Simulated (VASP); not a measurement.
Crystal: Al2O3.

```
CELL_PARAMETERS angstrom
2.40251 1.38709 4.37208
-2.40251 1.38709 4.37208
0.00000 -2.77418 4.37208
ATOMIC_POSITIONS crystal
Al 0.64790 0.64790 0.64790
Al 0.85210 0.85210 0.85210
Al 0.14790 0.14790 0.14790
Al 0.35210 0.35210 0.35210
O 0.44385 0.05615 0.75000
O 0.94385 0.25000 0.55615
O 0.05615 0.75000 0.44385
O 0.75000 0.44385 0.05615
O 0.25000 0.55615 0.94385
O 0.55615 0.94385 0.25000
```

The cell is a database's computed one.

- Program: VASP 6.6.1
- Task: relaxation of cell and atoms
- Functional: PBEsol
- Potentials or basis: VASP PAW PBE potentials, release 64 (Al, O)
- Cutoff: 600 eV
- k mesh: 6 × 6 × 6
- Occupations: gaussian, width 0.02 eV
- Spin: no spin polarisation

At the start: pressure -5.1 GPa; volume 8.74 Å³/atom.

Task: How do energy, volume and symmetry change on relaxing?

Result: Over 8 steps the energy falls by 3.1 meV/atom and the volume is 8.56 Å³/atom (-2.1 %); space group R-3c (No. 167, to 0.05 Å).

Step by step:
```tsv
step	energy change (eV)	largest force (eV/Å)	pressure (GPa)	volume (Å³)
1	0.0000	0.0562	-5.12	87.42
2	-0.0073	0.0504	4.80	83.94
3	-0.0309	0.0095	0.00	85.54
4	-0.0309	0.0094	0.09	85.50
5	-0.0310	0.0067	0.10	85.49
6	-0.0310	0.0060	0.10	85.49
7	-0.0310	0.0052	0.10	85.49
8	-0.0311	0.0024	-0.06	85.55
```

Final structure:
```
Al O
1.0
     2.38643    1.37781    4.33655
    -2.38643    1.37781    4.33655
     0.00000   -2.75562    4.33655
Al O
4 6
Direct
  0.64794 0.64794 0.64794
  0.85206 0.85206 0.85206
  0.14794 0.14794 0.14794
  0.35206 0.35206 0.35206
  0.44418 0.05582 0.75000
  0.94418 0.25000 0.55582
  0.05582 0.75000 0.44418
  0.75000 0.44418 0.05582
  0.25000 0.55582 0.94418
  0.55582 0.94418 0.25000
```

Caveat: the PAW data sets were made with another functional, which shifts forces and pressure a little.
